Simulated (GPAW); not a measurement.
ZnS (Wurtzite-2H) in GPAW: convergence with response cutoff (eV)

ZnS (Wurtzite-2H):

```
CELL_PARAMETERS angstrom
3.81100 0.00000 0.00000
-1.90550 3.30042 0.00000
0.00000 0.00000 6.23400
ATOMIC_POSITIONS crystal
Zn 0.66667 0.33333 0.50000
Zn 0.33333 0.66667 0.00000
S 0.66667 0.33333 0.88500
S 0.33333 0.66667 0.38500
```

- Program: GPAW 26.7.0
- Task: dielectric tensor
- Functional: LDA
- Potentials or basis: the program's PAW data sets (release 1.2.1) made for this functional
- Cutoff: 400 eV
- Basis: pw
- k mesh: 7 × 7 × 4
- Occupations: fermi-dirac, width 0.001 eV
- Spin: no spin polarisation
- Response ecut: 10 eV
- Maxiter: 150
- Response k mesh: 11 × 11 × 6
- Response bands: 66
- Kernels: ["RPA"]
- Coarser k mesh: 11 × 11 × 6

These are the settings of the first run; the series varies response cutoff (eV), with any setting tied to it.

Hardware: 1 thread of Arm Neoverse V1, with other jobs on the host.

| response cutoff (eV) | dielectric constant | SCF cycles | CPU time (s) | peak memory (GiB) |
| --- | --- | --- | --- | --- |
| 10 | 6.595 | 12 | 760 | 0.47 |
| 20 | 5.966 | 12 | 760 | 0.47 |
| 30 | 5.964 | 12 | 760 | 0.48 |
| 50 | 5.925 | 12 | 760 | 0.48 |
| 80 | 5.875 | 12 | 760 | 0.48 |
| 120 | timed out after 310 s | - | - | - |

Not settled before the last step: the dielectric constant (to 0.05). The tightest run that finished is the yardstick and may itself not be fully converged.

Caveat, for the tightest run too: the long-wavelength limit can be off by several per cent where d states take part.
